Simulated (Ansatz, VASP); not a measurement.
**Two plane-wave programs on Si3N4**

```
Si N
1.0
     4.04152    0.00000    0.00000
     0.00000    4.04152    0.00000
     0.00000    0.00000    4.04152
Si N
3 4
Direct
  0.00000 0.00000 0.50000
  0.50000 0.00000 0.00000
  0.00000 0.50000 0.00000
  0.24569 0.24569 0.75431
  0.75431 0.75431 0.75431
  0.24569 0.75431 0.24569
  0.75431 0.24569 0.24569
```

Alike in both runs: task single point; functional PBE; k mesh 4 × 4 × 4; occupations gaussian, width 0.1 eV; no spin polarisation.

|  | VASP | Ansatz |
| --- | --- | --- |
| version | VASP 6.6.1 | Ansatz 0.2.0 |
| potentials or method | VASP PAW PBE potentials, release 64 (Si, N) | scalar-relativistic, plane waves, PAW |
| plane-wave cutoff (eV) | 520 | 420 |
| valence electrons in the cell | 32 | 32 |

```tsv
	VASP	Ansatz	Ansatz less VASP
gap on the k mesh at the Fermi level (eV)	2.62	2.63	+0.012
least direct gap on the mesh (eV)	2.84	2.85	+0.013
pressure (GPa)	13.5	13.8	+0.24
rms of the force components (eV/Å)	0.147	0.138	-0.0088
```

Atom by atom the forces differ by 0.009 eV/Å (rms over components). The functional is the same, so the differences come from potentials, cutoffs and numerics.

A k mesh can miss the band edges.
